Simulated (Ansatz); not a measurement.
GaN: from supercell energies to defect levels (Al on the Ga site)

Computed with Ansatz, DFT PBE, scalar-relativistic, plane waves, PAW. Run with 420 eV cutoff, 2×2×2 k-mesh, shifted by half a step, Gaussian smearing of 0.01 eV, collinear spin in charge +1, -1 alone.

Host crystal, relaxed:

```
CELL_PARAMETERS angstrom
0.00000 2.27424 2.27424
2.27424 0.00000 2.27424
2.27424 2.27424 0.00000
ATOMIC_POSITIONS crystal
Ga 0.00000 0.00000 0.00000
N 0.75000 0.75000 0.75000
```

The Al on the Ga site was set at (0.000, 0.000, 0.000) of the host cell, in a supercell of 32 sites (376 Å³), relaxed at fixed cell in each charge q. The host's Kohn–Sham gap is 1.54 eV and its static dielectric constant 11.0 (mean). For each charge: the supercell's free energy over the neutral one with q electrons exchanged at the valence band top, F(q) − F(0) + qE_v; the image-charge term; and the term that aligns the potential far from the defect with the host's.

| q | F(q) − F(0) + qE_v (eV) | image charge (eV) | alignment (eV) |
| --- | --- | --- | --- |
| +1 | 0.670 | 0.262 | -0.303 |
| 0 | 0.000 | 0.000 | 0.000 |
| -1 | 2.908 | 0.262 | 0.129 |

Q: Add the terms and find the levels between neighbouring charges, ε(q/q′) = [A(q′) − A(q)]/(q − q′), with and without the two corrections.

A: A(q): 0.629 eV for +1, 0.000 eV for 0, 3.298 eV for -1.
```json
{"level": "(+1/0)", "corrected (eV over E_v)": "-0.63", "uncorrected (eV)": "-0.67"}
{"level": "(0/-1)", "corrected (eV over E_v)": "3.30", "uncorrected (eV)": "2.91"}
```

As a check, a point charge in a simple cubic cell of this volume has q²αe²/(2εL) = 0.257 q² eV (e² = 14.40 eV Å, α = 2.837, L = 7.22 Å); the shape of the real cell can change it somewhat. The term grows as q², so it pushes donor levels down and acceptor levels up. The program doubts the alignment for q = +1, -1, so levels beside it are uncertain by about that term.

Q: Which of these charges is lowest with the Fermi level at the valence band top, at mid-gap and at the conduction band bottom?

A: The line A(q) + qE_F that lies lowest gives the charge: 0 at E_F = 0.00 eV, 0 at E_F = 0.77 eV, 0 at E_F = 1.54 eV. (+1/0) and (0/-1) fall outside this Kohn–Sham gap, so the change of charge isn't reached within it; the real gap is usually wider and may hold a localised level, while a level that comes from a carrier in the host's bands only marks the band edge and moves with it. In charge +1, -1 the cell has partly filled levels, from a carrier spread over the host's bands, a defect level that the small cell broadens into a band, or a degenerate defect level that the symmetric start can't split, so the levels beside it are doubtful. In charge +1 the extra carrier sits in the host's bands, sampled away from their edge; a term of -0.63 eV would put the level beside it at that edge (it also undoes corrections that don't apply to a spread carrier) and isn't included above. In charge -1 the extra carrier sits in the host's bands, sampled away from their edge; a term of -1.76 eV would put the level beside it at that edge (it also undoes corrections that don't apply to a spread carrier) and isn't included above. Charges beyond those computed could lie lower near the band edges.

Q: The neutral defect forms at -1.79 eV with atoms taken from and returned to the elements. What are the formation energies at those three Fermi levels, and what share of sites would hold the defect at 1200 K with E_F at mid-gap, if the host still stood at that temperature?

A: E_f = E_f(0) + A(q) + qE_F = -1.79, -1.79, -1.79 eV. With E_f this low the dilute formula fails: it would go in as a solid solution, not as isolated defects, or these chemical potentials lie outside the host's range of stability. Both elements stand at their elemental potentials, a limit that the host or competing compounds often put out of reach. The small cell and the narrow Kohn–Sham gap leave errors of tenths of an eV or more.

This zinc-blende form isn't the usual stable structure of the compound.